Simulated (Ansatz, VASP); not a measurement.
**GaP: programs and potentials compared**

The starting cell:

```
Ga P
1.0
     0.00000    2.72525    2.72525
     2.72525    0.00000    2.72525
     2.72525    2.72525    0.00000
Ga P
1 1
Direct
  0.00000 0.00000 0.00000
  0.75000 0.75000 0.75000
```

Alike in all runs: task relaxation of cell and atoms; functional RPBE; k mesh 8 × 8 × 8; occupations fermi-dirac, width 0.05 eV; no spin polarisation; no spin-orbit coupling.

```
                        program and potentials  plane-wave cutoff (eV)                                                 notes  equilibrium volume (Å³/atom)
                            Ansatz, Ansatz PAW                     420  potentials made for PBE, which Ansatz adapts in part                         21.43
Ansatz, all-electron LAPW, scalar-relativistic                       -                                                     -                         21.42
           VASP, PBE PAW files Ga_d, P, 600 eV                     600                               potentials made for PBE                         21.41
```

The equilibrium volume spans 21.41 (VASP, PBE PAW files Ga_d, P, 600 eV) to 21.43 Å³/atom (Ansatz, Ansatz PAW), with all-electron results at 21.42. Some sets were made for another functional than the one run, which can shift their rows. Relaxations stop with a little pressure left, so the last digit of a volume isn't settled.

The functional is the same throughout but for its coding, so the spread measures potentials, basis and numerics; runs on potential files found faulty are left out.
